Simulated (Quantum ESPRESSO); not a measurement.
Crystal: SiC.

```xyz
8
Lattice="3.0757 0.0000 0.0000 -1.5378 2.6636 0.0000 0.0000 0.0000 10.0706" Properties=species:S:1:pos:R:3 pbc="T T T"
Si    0.0000    0.0000    1.8922
Si    0.0000    0.0000    6.9275
Si    0.0000    1.7758    4.4094
Si    1.5378    0.8879    9.4447
C     0.0000    0.0000    0.0046
C     0.0000    0.0000    5.0400
C     0.0000    1.7758    2.5157
C     1.5378    0.8879    7.5510
```

The cell is a database's computed one.

Base run:

- Program: Quantum ESPRESSO 7.5
- Functional: OLYP
- Potentials or basis: PseudoDojo 0.4.1 SR PBE standard
- Cutoff: 1116 eV
- Density cutoff: 4463 eV
- k mesh: 10 × 10 × 3
- Occupations: fermi-dirac, width 0.05 eV
- Spin: no spin polarisation

Its results: band gap on the k mesh 2.37 eV, indirect (least direct gap 3.49 eV); pressure -1.6 GPa; largest force 0.017 eV/Å.

Problem. The run is repeated on the same cell with these changes: functional from OLYP to SOGGA. What comes out?

Solution. Band gap on the k mesh 2.00 eV, indirect (least direct gap 3.14 eV); pressure 0.0 GPa; largest force 0.009 eV/Å.

Caveats: the potentials were made for another functional, which shifts forces and pressure; some levels on the path didn't converge; SOGGA exchange is joined with the correlation of PBE here (some runs).
